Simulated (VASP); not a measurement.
Set up this calculation in VASP 6.6.1, as the native input.

```
Task                   : single point
Functional             : RPBE
Potentials or basis    : VASP PAW PBE potentials, release 64 (As)
Cutoff                 : 520 eV
k mesh                 : 10 × 10 × 10
Occupations            : gaussian, width 0.05 eV
Spin                   : no spin polarisation
Further INCAR settings : ALGO = Normal; EDIFF = 1e-06; NBANDS = 8
```

The structure of As lies in POSCAR:

```
As
2.7037
    0.999993247920      0.000000000000      0.000000000000
    0.000000000000      0.999993247920      0.000000000000
    0.000000000000      0.000000000000      0.999993247920
As
1
Direct
    0.5000000000      0.5000000000      0.5000000000
```

This isn't the form of As at room conditions, which is rhombohedral.

One way to write it, as run:

INCAR

```
SYSTEM = As
  ALGO = Normal
  EDIFF = 1E-6
  ENCUT = 520
  GGA = RP
  ISIF = 2
  ISMEAR = 0
  LASPH = .True.
  LCHARG = .False.
  LREAL = .False.
  LWAVE = .False.
  NBANDS = 8
  NELM = 60
  PREC = Accurate
  SIGMA = 0.05
```

KPOINTS

```
k-points
0
Gamma
  10 10 10
  0 0 0
```

Potentials or basis: VASP PAW PBE potentials, release 64 (As).

Launch:

```console
$ cat potpaw_PBE.64/As/POTCAR > POTCAR
$ mpirun -np 1 vasp_std > vasp.out
```

Results of the run:

| Item | Value |
| --- | --- |
| Pressure | 4.0 GPa |
| Band gap on the k mesh | none (metal or under the smearing width) |

Caveat: the PAW data sets were made with another functional, which shifts forces and pressure a little.

Run time: 3 s on 1 thread of Intel(R) Xeon(R) 6975P-C (Granite Rapids), on a shared host, peak memory 0.12 GiB.
